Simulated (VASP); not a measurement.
## Input and output of a VASP r²SCAN single-point calculation on MgTe (strained database structure)

INCAR

```
PREC = Accurate
NBANDS = 11
LWAVE = .FALSE.
METAGGA = R2SCAN
NSW = 0
LREAL = .FALSE.
NELM = 120
LASPH = .TRUE.
EDIFF = 1E-7
ISIF = 2
ENCUT = 520
ISMEAR = 0
SIGMA = 0.01
ALGO = Normal
LCHARG = .FALSE.
IBRION = -1
```

KPOINTS

```
KPOINTS created by Atomic Simulation Environment
0
Gamma
8 8 8
0 0 0
```

KPOINTS_OPT

```
special points
6
Reciprocal
0.0000000000 0.0000000000 0.0000000000 1
-0.5000000000 -0.5000000000 0.0000000000 1
-0.3750000000 -0.3750000000 0.2500000000 1
-0.3750000000 0.0000000000 0.3750000000 1
0.0000000000 0.0000000000 0.5000000000 1
-0.5000000000 -0.2500000000 0.2500000000 1
```

POSCAR

```
Mg Te
 1.0000000000000000
     0.0000000000000000    3.3828133334000001    3.3828133334000001
     3.3828133334000001    0.0000000000000000    3.3828133334000001
     3.3828133334000001    3.3828133334000001    0.0000000000000000
 Mg  Te
   1   1
Cartesian
  0.0000000000000000  0.0000000000000000  0.0000000000000000
  5.0742200001000013  5.0742200001000013  5.0742200001000013
```

VASP ran with the recommended PBE PAW datasets (8 valence electrons in the cell).

Command

```
mpirun -np 1 vasp_std
```

OSZICAR

```
N       E                     dE             d eps       ncg     rms          rms(c)
DAV:   1    -0.342127013989E+01   -0.34213E+01   -0.28933E+03   638   0.545E+02
DAV:   2    -0.310737955571E+02   -0.27653E+02   -0.26605E+02   766   0.782E+01
DAV:   3    -0.327416134899E+02   -0.16678E+01   -0.16654E+01   789   0.218E+01
DAV:   4    -0.327652983238E+02   -0.23685E-01   -0.23684E-01   760   0.319E+00
DAV:   5    -0.327657983246E+02   -0.50000E-03   -0.50000E-03   766   0.451E-01    0.295E+00
DAV:   6    -0.315097328738E+02    0.12561E+01   -0.52933E-01   650   0.321E+00    0.239E+00
DAV:   7    -0.315310572526E+02   -0.21324E-01   -0.23056E-01   715   0.205E+00    0.129E+00
DAV:   8    -0.315403780958E+02   -0.93208E-02   -0.10510E-02   774   0.643E-01    0.216E-01
DAV:   9    -0.315405976175E+02   -0.21952E-03   -0.86615E-04   741   0.144E-01    0.112E-01
DAV:  10    -0.315406635749E+02   -0.65957E-04   -0.74852E-05   716   0.566E-02    0.185E-02
DAV:  11    -0.315406601421E+02    0.34328E-05   -0.39089E-06   743   0.122E-02    0.189E-02
DAV:  12    -0.315406613283E+02   -0.11863E-05   -0.18603E-06   710   0.940E-03    0.213E-02
DAV:  13    -0.315406615575E+02   -0.22913E-06   -0.26031E-07   776   0.379E-03    0.154E-03
DAV:  14    -0.315406615338E+02    0.23639E-07   -0.44637E-09   409   0.443E-04
   1 F= -.31540662E+02 E0= -.31540662E+02  d E =-.278647E-48
       N       E                     dE             ncg
DAV:   1     0.536577776196E+03   -0.12589E+04      132
DAV:   2     0.367131831188E+03   -0.16945E+03      158
DAV:   3     0.357534564173E+03   -0.95973E+01      173
DAV:   4     0.357395214505E+03   -0.13935E+00      178
DAV:   5     0.357392853973E+03   -0.23605E-02      158
DAV:   6     0.357392759322E+03   -0.94651E-04      194
DAV:   7     0.357392757944E+03   -0.13782E-05      158
DAV:   8     0.357392757875E+03   -0.69139E-07      127
```

From OUTCAR

```
k-points           NKPTS =     29   k-points in BZ     NKDIM =     29   number of bands    NBANDS=     11

   NELECT =       8.0000    total number of electrons

   dimension x,y,z NGX =    36 NGY =   36 NGZ =   36
   dimension x,y,z NGXF=    72 NGYF=   72 NGZF=   72

  energy-cutoff  :      520.00
  volume of cell :       77.42
      direct lattice vectors                 reciprocal lattice vectors
     0.000000000  3.382813333  3.382813333    -0.147805968  0.147805968  0.147805968
     3.382813333  0.000000000  3.382813333     0.147805968 -0.147805968  0.147805968
     3.382813333  3.382813333  0.000000000     0.147805968  0.147805968 -0.147805968

 k-points in reciprocal lattice and weights: KPOINTS created by Atomic Simulation Env
   0.00000000  0.00000000  0.00000000       0.002
   0.12500000  0.00000000  0.00000000       0.016
   0.25000000  0.00000000  0.00000000       0.016
   0.37500000  0.00000000  0.00000000       0.016
   0.50000000  0.00000000  0.00000000       0.008
   0.12500000  0.12500000  0.00000000       0.012
   0.25000000  0.12500000  0.00000000       0.047
   0.37500000  0.12500000  0.00000000       0.047
   ...

 E-fermi :   0.8222

 k-point     1 :       0.0000    0.0000    0.0000
  band No.  band energies     occupation
      1      -9.3440      2.00000
      2       0.7215      2.00000
      3       0.7215      2.00000
      4       0.7215      2.00000
      5       3.1878      0.00000
      6       6.4911      0.00000
      7       6.4911      0.00000
      8       6.4911      0.00000
      9       9.5930      0.00000
     10       9.5930      0.00000
     11       9.6158      0.00000

 k-point     2 :       0.1250    0.0000    0.0000
  band No.  band energies     occupation
      1      -9.2852      2.00000
      2       0.0638      2.00000
      3       0.6624      2.00000
      4       0.6624      2.00000
      5       3.7772      0.00000
      6       6.3938      0.00000
      7       6.6437      0.00000
      8       6.6437      0.00000
      9       9.1745      0.00000
     10       9.1745      0.00000
     11      10.1659      0.00000

 k-point     3 :       0.2500    0.0000    0.0000
  band No.  band energies     occupation
      1      -9.1346      2.00000
      2      -0.9773      2.00000
      3       0.5305      2.00000
      4       0.5305      2.00000
      5       4.2801      0.00000
      6       6.8153      0.00000
      7       6.8153      0.00000
      8       6.8637      0.00000
      9       9.0997      0.00000
     10       9.0997      0.00000
     11       9.8950      0.00000

 k-point     4 :       0.3750    0.0000    0.0000
  band No.  band energies     occupation
      1      -8.9693      2.00000
      2      -1.7591      2.00000
      3       0.4110      2.00000
      4       0.4110      2.00000
      5       4.2283      0.00000
      6       6.7037      0.00000
      7       6.7037      0.00000
      8       7.8848      0.00000
      9       9.7860      0.00000
     10      10.0220      0.00000
     11      10.0220      0.00000

 k-point     5 :       0.5000    0.0000    0.0000
  band No.  band energies     occupation
      1      -8.8956      2.00000
      2      -2.0477      2.00000
      3       0.3646      2.00000
      4       0.3646      2.00000
      5       4.1617      0.00000
      6       6.6157      0.00000
      7       6.6157      0.00000
      8       8.2160      0.00000
      9      10.4205      0.00000
     10      11.4894      0.00000
     11      11.4894      0.00000

 k-point     6 :       0.1250    0.1250    0.0000
  band No.  band energies     occupation
      1      -9.2656      2.00000
      2       0.0522      2.00000
      3       0.5394      2.00000
      4       0.5394      2.00000
      5       4.0187      0.00000
      6       5.9776      0.00000
      7       6.8978      0.00000
      8       6.8978      0.00000
      9       8.4061      0.00000
     10       9.7899      0.00000
     11      10.4545      0.00000

 k-point     7 :       0.2500    0.1250    0.0000
  band No.  band energies     occupation
      1      -9.1452      2.00000
      2      -0.7330      2.00000
      3       0.3720      2.00000
      4       0.3996      2.00000
      5       4.6355      0.00000
      6       5.8431      0.00000
      7       7.0715      0.00000
      8       7.2427      0.00000
      9       8.2860      0.00000
     10       9.8324      0.00000
     11      10.8700      0.00000

 k-point     8 :       0.3750    0.1250    0.0000
  band No.  band energies     occupation
      1      -8.9826      2.00000
      2      -1.5194      2.00000
      3       0.1917      2.00000
      4       0.2594      2.00000
      5       4.7019      0.00000
      6       6.2550      0.00000
      7       7.1638      0.00000
      8       7.2063      0.00000
      9       9.3326      0.00000
     10      10.5326      0.00000
     11      10.5449      0.00000

 k-point     9 :       0.5000    0.1250    0.0000
  band No.  band energies     occupation
      1      -8.8751      2.00000
      2      -1.9375      2.00000
      3       0.0068      2.00000
      4       0.2539      2.00000
      5       4.6328      0.00000
      6       6.2445      0.00000
      7       6.9947      0.00000
      8       8.1302      0.00000
      9       9.9208      0.00000
     10      11.1082      0.00000
     11      11.3651      0.00000

 k-point    10 :      -0.3750    0.1250    0.0000
  band No.  band energies     occupation
      1      -8.8997      2.00000
      2      -1.8441      2.00000
      3      -0.0577      2.00000
      4       0.3560      2.00000
      5       4.6818      0.00000
      6       6.3539      0.00000
      7       6.9086      0.00000
      8       8.0206      0.00000
      9       9.6987      0.00000
     10      10.2936      0.00000
     11      11.2398      0.00000

 k-point    11 :      -0.2500    0.1250    0.0000
  band No.  band energies     occupation
      1      -9.0379      2.00000
      2      -1.2823      2.00000
      3       0.0445      2.00000
      4       0.5187      2.00000
      5       4.7673      0.00000
      6       6.4999      0.00000
      7       6.9271      0.00000
      8       7.0605      0.00000
      9       8.6000      0.00000
     10      10.1295      0.00000
     11      10.8627      0.00000

 k-point    12 :      -0.1250    0.1250    0.0000
  band No.  band energies     occupation
      1      -9.1955      2.00000
      2      -0.5009      2.00000
      3       0.3304      2.00000
      4       0.6521      2.00000
      5       4.3918      0.00000
      6       6.1951      0.00000
      7       6.7539      0.00000
      8       7.0246      0.00000
      9       8.5057      0.00000
     10       9.3667      0.00000
     11      10.9131      0.00000

 k-point    13 :       0.2500    0.2500    0.0000
  band No.  band energies     occupation
      1      -9.0645      2.00000
      2      -0.9378      2.00000
      3       0.1619      2.00000
      4       0.1619      2.00000
      5       4.9538      0.00000
      6       5.1400      0.00000
      7       7.7100      0.00000
      8       7.9308      0.00000
      9       7.9308      0.00000
     10      10.3789      0.00000
     11      12.1396      0.00000

 k-point    14 :       0.3750    0.2500    0.0000
  band No.  band energies     occupation
      1      -8.9319      2.00000
      2      -1.4229      2.00000
      3      -0.1120      2.00000
      4       0.0222      2.00000
      5       4.8411      0.00000
      6       5.3268      0.00000
      7       7.4378      0.00000
      8       8.2321      0.00000
      9       9.3565      0.00000
     10      11.0269      0.00000
     11      12.0499      0.00000

 k-point    15 :       0.5000    0.2500    0.0000
  band No.  band energies     occupation
      1      -8.8233      2.00000
      2      -1.7361      2.00000
      3      -0.5000      2.00000
      4       0.0146      2.00000
      5       4.7955      0.00000
      6       6.1134      0.00000
      7       7.4058      0.00000
      8       8.0177      0.00000
      9      10.0777      0.00000
     10      11.3840      0.00000
     11      12.0776      0.00000

 k-point    16 :      -0.3750    0.2500    0.0000
  band No.  band energies     occupation
      1      -8.8111      2.00000
      2      -1.7304      2.00000
      3      -0.7369      2.00000
      4       0.1415      2.00000
      5       4.9801      0.00000
      6       6.5209      0.00000
      7       7.7433      0.00000
      8       7.8564      0.00000
      9       9.2848      0.00000
     10       9.6840      0.00000
     11      12.1673      0.00000

 ...

  Total       -1.9057543     -1.9057543     -1.9057543      0.0000000      0.0000000     -0.0000000
  in kB      -39.4378641    -39.4378641    -39.4378641      0.0000000      0.0000000     -0.0000000
  external PRESSURE =     -39.4378641 kB  Pullay stress =       0.0000000 kB

 POSITION                                       TOTAL-FORCE (eV/Angst)
 -----------------------------------------------------------------------------------
      0.00000      0.00000      0.00000         0.000000     -0.000000     -0.000000
      5.07422      5.07422      5.07422        -0.000000      0.000000      0.000000
 -----------------------------------------------------------------------------------
    total drift:                               -0.000002     -0.000002     -0.000002

  FREE ENERGIE OF THE ION-ELECTRON SYSTEM (eV)
  ---------------------------------------------------
  free  energy   TOTEN  =       -31.5406615338 eV

  energy  without entropy=      -31.5406615338  energy(sigma->0) =      -31.54066153
```

* gap between bands v and c: 2.47 eV
* least direct gap: 2.47 eV
* pressure: -3.9 GPa

Band v is the last that the valence electrons fill when counted band by band, and c is the next.

The run took about 76 s on one core of a shared host (Intel Xeon Platinum 8488C) and held 0.22 GiB at most.
